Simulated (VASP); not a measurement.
Crystal: Cl.

```
CELL_PARAMETERS angstrom
2.20732 -3.22324 0.00000
2.20732 3.22324 0.00000
-1.40949 0.00000 2.07058
ATOMIC_POSITIONS crystal
Cl 0.50000 0.50000 0.50000
```

The cell isn't the ideal one: I replaced by Cl, lengths x 0.840, strained and moved within the space group.

Base run:

```yaml
Program: VASP 6.6.1
Functional: PBEsol
Potentials_or_basis: VASP PAW PBE potentials, release 64 (Cl)
Cutoff: 520 eV
k_mesh: 14 × 14 × 20
Occupations: gaussian, width 0.1 eV
Spin: no spin polarisation
```

Its results: band gap on the k mesh none (metal or under the smearing width); pressure -5.4 GPa.

**Question.** The run is repeated on the same cell with these changes: k mesh from 14 × 14 × 20 to 6 × 6 × 8. What comes out?

**Answer.** Band gap on the k mesh none (metal or under the smearing width); pressure -6.0 GPa.

Caveats: some runs use coarse meshes; the PAW data sets were made with another functional, which shifts forces and pressure a little; an odd number of electrons without spin polarisation forces a metal; a magnetic or distorted state may lie lower.
